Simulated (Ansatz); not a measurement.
The system is KF (Carobbiite).

```xyz
2
Lattice="0.0000 2.6719 2.6719 2.6719 0.0000 2.6719 2.6719 2.6719 0.0000" Properties=species:S:1:pos:R:3 pbc="T T T"
K     0.0000    0.0000    0.0000
F     2.6719    2.6719    2.6719
```

Base run:

```yaml
Program: Ansatz 0.2.0
Functional: PBE
Potentials_or_basis: all-electron LAPW, scalar-relativistic
Cutoff: 204 eV
Density_cutoff: 816 eV
Basis_error_allowed: 0.001 eV/atom
k_mesh: 9 × 9 × 9
Occupations: fermi-dirac, width 0.05 eV
Spin: no spin polarisation
```

Its results: band gap on the k mesh 6.18 eV, direct; pressure 1.4 GPa.

**Question.** After a change of settings the same cell gave: band gap on the k mesh 6.51 eV, direct; pressure 4.1 GPa. Which change was it?
A. functional from PBE to RPBE; occupations from fermi-dirac, width 0.05 eV to gaussian, width 0.02 eV
B. functional from PBE to PBEsol
C. potentials or basis from all-electron LAPW, scalar-relativistic to all-electron PAW datasets made for the crystal; k mesh from 9 × 9 × 9 to 6 × 6 × 6
D. functional from PBE to LDA; occupations from fermi-dirac, width 0.05 eV to gaussian, width 0.1 eV

**Answer.** A.

Caveats: an odd mesh through Γ misses points on the zone boundary, where band edges often lie.

Not every run made on this cell is shown here.
